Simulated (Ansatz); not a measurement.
# BN (F-43m) in Ansatz: settings compared

Aim: see how the results for BN move with the level of theory and the settings. Levels: PBE, HSE06, PBE0. Tasks: single point.

Everything below comes from runs of Ansatz 0.2.0. Logs are shortened: lines on timing, memory, paths and dates and some standing lists are left out, and cuts for length are marked.

**What was measured.**

A printed reference work, monograph reports, for a bulk crystal of BN at 300 K: band gap 6.4 eV (indirect).

How close the calculation comes is told below.

### Step 1. The structure

It takes space group F-43m (No. 216, cubic). Conventional cell: a = 3.626 Å, b = 3.626 Å, c = 3.626 Å, α = 90.00°, β = 90.00°, γ = 90.00°. N (site symmetry -43m) is surrounded by 4 B at 1.57 Å. B (site symmetry -43m) has 4 N at 1.57 Å as nearest neighbours.

The cell is a database's computed one.

### Step 2. Single point, PBE

input.yaml reads:

```yaml
crystal:
  lattice:
    - [0.0, 1.813001, 1.813001]
    - [1.813001, 0.0, 1.813001]
    - [1.813001, 1.813001, 0.0]
  atoms:
    - { symbol: "N", position: [0.25, 0.25, 0.25] }
    - { symbol: B, position: [0.0, 0.0, 0.0] }
kpoints:
  mp_grid: { grid: [10, 10, 10] }
scf:
  occupations: { method: fermi_dirac, width: 0.05 }
hamiltonian:
  xc: pbe
  pseudopotentials: { kind: all_electron, datasets: crystal }
output:
  forces: true
  stress: true
  eigenvalues: true
  elf: true
  volumetric_format: npy
```

Potentials or basis: all-electron PAW datasets made for the crystal.

The run is started by

```bash
$ ansatz run input.yaml --threads 1 --pin off --max-ram 3072MiB --backend cpu --events-out ev --progress --plain --runs-dir out
```

Log:

```text
Warning: RAYON_NUM_THREADS=1 ignored (pool sized by the plan → 1); use --threads N
hamiltonian.pseudopotentials.datasets: crystal makes datasets for this crystal and solves the spheres of its atoms anew in each pass: cutoff 520.0 eV, the density's 2600.0 eV; for an error of 0.50 meV an atom under PBE, 1.0 meV for the cell; an energy difference from a run of another recipe may be off by several times the error for the cell, under r2SCAN by more, where some 0.1 meV an atom stays at smaller errors; B in spheres of 0.709 Å, 3 of its electrons in bands, 2 on its site; N in spheres of 0.857 Å, 5 of its electrons in bands; only band paths and densities of states list, in semicore columns, the levels of the semicore shells that are solved separately: 1s of B
Engine: ansatz 0.2.0, x86_64-unknown-linux-gnu
Pseudopotentials: kind: all_electron
Pseudopotential: N, paw, valence charge 5, recommended cutoff 520 eV (normal), crystal/all_electron/pbe/scalar/gaussian/N, Koelling and Harmon's equation, gaussian nucleus
Pseudopotential: B, paw, valence charge 5, recommended cutoff 520 eV (normal), crystal/all_electron/pbe/scalar/gaussian/B, Koelling and Harmon's equation, gaussian nucleus
Functional definition: PBE
  parameter kappa = 0.804
  parameter beta = 0.06672455060314922
  exchange = pbe_x(kappa = kappa, mu = beta*pi^2/3)
  correlation = pbe_c(beta = beta)
Crystal: 2 atoms, lattice volume = 11.919 Å³
Basis set: ecut = 520 eV, 331 PW (Γ), exchange–correlation on 48×48×48 points (8 copies of the dense FFT grid, shifted against one another)
Bands: 8, of which v1, the nominal top of the filled ones, is band 4 counted from 1 (3 counted from 0)
Symmetry: 24 space group operations
Space group: F-43m (ITA 216), of the structure as read, at distance tolerance 2.3e-5 Å
k-points: 47 of 1000 (time reversal used)
Non-local potential: N, projectors of the file, l = 0: 1, l = 1: 1
Non-local potential: B, projectors of the file, l = 0: 1, l = 1: 1
PAW form: soft (Blöchl's): semilocal exchange-correlation on the pseudo side does not see the compensation charge
PAW one-centre angular grid: N, 110 points (default); XC on its mesh's 1905 points in the sphere
PAW one-centre angular grid: B, 110 points (default); XC on its mesh's 1863 points in the sphere
Initial density: superposition of atomic densities (neutral atoms: chi_scale 0, normalization atom)
Initial wavefunctions: pseudopotential atomic-orbital guess
Functional: x = pbe(κ = 0.804, μ = 0.2195149727645171), c = pbe(β = 0.06672455060314922)
iter 1 solved again at ethr=3.72e-2 eV; its pass at ethr=1.00e-1 eV (dr2=2.97e0 eV) is discarded
SCF iter   1: F=—  HF=-2169.428674 eV  |F-HF|=—  |Δ(HF+E_count)|=         —  Δρ=1.75e-1  dr2=2.97e0  ethr=3.72e-2  ⟨swp⟩=2.0  Hψ=2162  notcnv=0
preconditioner: auto → none  [insulator: Δε(μ)=5.902 eV  Ē_g=20.457 eV  σ=0.050 eV  W_gap=1.00  n_scr=0 (ndim 8)  ℏωp=30.4 eV  f_vac=0.000  D(μ)=0.00/eV (n_scr^D=0)  ε∞_Penn≈3.2]
SCF iter   2: F=—  HF=-2168.722819 eV  |F-HF|=—  |Δ(HF+E_count)|=   7.06e-1  Δρ=6.72e-2  dr2=3.06e-1  ethr=3.71e-2  ⟨swp⟩=3.0  Hψ=822  notcnv=0
SCF iter   3: F=—  HF=-2168.684973 eV  |F-HF|=—  |Δ(HF+E_count)|=   3.78e-2  Δρ=2.36e-2  dr2=4.58e-2  ethr=3.82e-3  ⟨swp⟩=2.7  Hψ=802  notcnv=0
iter 4 solved again at ethr=5.02e-6 eV; its pass at ethr=5.72e-4 eV (dr2=4.02e-4 eV) is discarded
SCF iter   4: F=—  HF=-2168.690454 eV  |F-HF|=—  |Δ(HF+E_count)|=   5.48e-3  Δρ=2.18e-3  dr2=3.94e-4  ethr=5.02e-6  ⟨swp⟩=2.2  Hψ=1835  notcnv=0
SCF iter   5: F=—  HF=-2168.690645 eV  |F-HF|=—  |Δ(HF+E_count)|=   1.91e-4  Δρ=6.42e-4  dr2=1.75e-5  ethr=4.93e-6  ⟨swp⟩=2.2  Hψ=575  notcnv=0
SCF iter   6: F=—  HF=-2168.690714 eV  |F-HF|=—  |Δ(HF+E_count)|=   6.92e-5  Δρ=7.75e-5  dr2=3.87e-7  ethr=2.19e-7  ⟨swp⟩=3.0  Hψ=675  notcnv=0
SCF iter   7: F=-2168.690715 eV  HF=-2168.690715 eV  |F-HF|=4.72e-10  |Δ(HF+E_count)|=   4.85e-7  Δρ=2.28e-6  dr2=1.34e-10  ethr=4.84e-9  ⟨swp⟩=3.0  Hψ=726  notcnv=0
SCF 1 converged in 7 iterations: F = -2168.690713 eV  dr2 = 1.34e-10
  Residual-converged pass: ⟨swp⟩=3.0  Hψ=698  notcnv=0  max |occ|·‖R‖ = 5.2e-6 eV (tolerance 5.3e-6 eV)  dr2=1.67e-10  dr2_onsite=1.67e-9  max |Δocc| = 0.0e0
SCF converged after 7 iterations
Free energy (F): -2168.690713 eV
Harris-Foulkes:  -2168.690713 eV  (|F-HF|=4.72e-10)
Internal energy: -2168.690713 eV  (E = F + TS)
E sigma→0 (E₀):  -2168.690713 eV
Past the cutoff: the bands carry plane waves up to 1.75 times it, of which those up to 1.5 times it add -0.000115 eV an atom, each by itself; the spheres take 0.000104 eV an atom off the energy for waves past 1.75 times it
By the cutoff:   a pressure is off by up to 0.008 GPa (1.2 times the spheres' own share and the shells' term, over an atom's volume, and 0.004 GPa: a bound that held against runs at twice the plane waves)
Past the cutoffs: a stress includes 0.0047 GPa for waves and charges beyond them, in addition to the slope of what the spheres take
In the spheres:  the bands' charges fall short by 4.1e-7 e at most (sound up to 1e-3), those of shells solved beside the bands by 4.4e-9 e (sound up to 5e-4)
Fermi energy:    13.545861 eV
--- Per-component energies (eV) ---
  E_band       = 27.897292
  E_kinetic    = 179.945857
  E_local      = -274.896703  (includes V_loc(G=0)·N_el)
  E_nonlocal   = -5.282662
  E_hartree    = 108.436328
  E_xc         = -88.957054
  E_vxc        = -116.334118  (∫ρ·V_xc dr)
  E_paw        = -2662.090035  (= ΣΔE_a)
  E_vpaw       = -1081.365124  (= ΣTr[D̂ρ^β])
  E_ewald      = -534.803774
  E_smearing   = -0.000000  (= −TS)
  E_closure    = 1108.957330  (closes the sum)
  Σ components = -2168.690713   (vs F -2168.690713, Δ=0.00e0)
  The terms above E_closure are by the made datasets' own strengths, without shells solved beside the bands.
--- Forces (eV/Å), atoms counted from 1 ---
  atom   1  N     -0.00000000     0.00000000     0.00000000
  atom   2  B      0.00000000     0.00000000    -0.00000000
  max |Σ_I F_I| component: 4.26e-16 eV/Å
--- Stress (GPa, compression-positive) ---
       -0.408309       0.000000      -0.000000
       -0.000000      -0.408309       0.000000
       -0.000000       0.000000      -0.408309
  P = ⅓ Tr σ = -0.4083 GPa (-4.083 kbar)
  It holds what live shells' own plane waves past their cutoff add
--- Band table (eV; the first three rows and the last of 47) ---
  k-point 0: bands = ["-8.8094", "11.3156", "11.3156", "11.3156", "20.0995", "20.0995"]
  k-point 1: bands = ["-8.5683", "10.0539", "11.0642", "11.0642", "20.3535", "20.4797"]
  k-point 2: bands = ["-7.8588", "7.3569", "10.4986", "10.4986", "20.7021", "21.2682"]
  k-point 46: bands = ["-3.0109", "3.4622", "4.7903", "5.0062", "20.0464", "24.2563"]
```

Run time: 3 s. Hardware: 1 thread of Intel Xeon Platinum 8488C (Sapphire Rapids), shared host; peak memory 0.42 GiB.

Results:

```
Free energy            : -2168.6907 eV
Pressure               : -0.4 GPa
Band gap on the k mesh : 4.46 eV, indirect (least direct gap 8.78 eV)
```

[end of part 1 of 2]
